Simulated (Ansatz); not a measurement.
Band structure of CoSb₃ (Im-3, 16 atoms in the cell).

```xyz
16
Lattice="-4.4677 4.4677 4.4677 4.4677 -4.4677 4.4677 4.4677 4.4677 -4.4677" Properties=species:S:1:pos:R:3 pbc="T T T"
Co     2.2339     2.2339    -2.2339
Co     2.2339     2.2339     2.2339
Co     2.2339    -2.2339     2.2339
Co    -2.2339     2.2339     2.2339
Sb    -1.4846     4.4677     3.0493
Sb     5.9524     0.0000     1.4184
Sb     1.4846     4.4677     3.0493
Sb     2.9831     0.0000     1.4184
Sb     3.0493    -1.4846     4.4677
Sb     1.4184     5.9524     0.0000
Sb     3.0493     1.4846     4.4677
Sb     1.4184     2.9831     0.0000
Sb     4.4677     3.0493    -1.4846
Sb     0.0000     1.4184     5.9524
Sb     4.4677     3.0493     1.4846
Sb     0.0000     1.4184     2.9831
```

Level of theory: PBE, PAW files (plane waves; Ansatz, a first-principles code).

Settings: basis.ecutwfc = 420 eV; kpoints.mp_grid.grid = 3 3 3; kpoints.mp_grid.shift = 0.5 0.5 0.5; hamiltonian.xc = pbe; hamiltonian.pseudopotentials = {kind: paw} (the program's default PAW files); scf.occupations.method = gaussian; scf.occupations.width = 0.1 eV; kpoints.band_path.npoints = 16.

The starting cell comes from a database of computed structures (which also holds hypothetical and non-ambient phases and stackings), without a prior relaxation at this level. Its lattice was rescaled by a random factor within 2.5 % of one. Spin-orbit coupling is off.

Problem. Predict the gap along the standard path and the places of the band edges.

Solution. The gap along the path is 0.31 eV, direct at Γ to within 0.01 eV.

Levels in eV from the top of the valence band on the path, bands 121 to 128:
```json
[
 {"point": "Γ", "121": "-0.82", "122": "-0.82", "123": "-0.74", "124": "0.00", "125": "0.31", "126": "0.31", "127": "0.31", "128": "0.73"},
 {"point": "H", "121": "-1.46", "122": "-1.18", "123": "-1.18", "124": "-1.18", "125": "0.44", "126": "0.44", "127": "0.44", "128": "0.57"},
 {"point": "N", "121": "-0.75", "122": "-0.69", "123": "-0.65", "124": "-0.49", "125": "0.76", "126": "0.77", "127": "1.23", "128": "1.43"},
 {"point": "P", "121": "-0.71", "122": "-0.71", "123": "-0.71", "124": "-0.45", "125": "0.75", "126": "1.56", "127": "1.56", "128": "1.56"}
]
```

Keys are those of Ansatz 0.2.
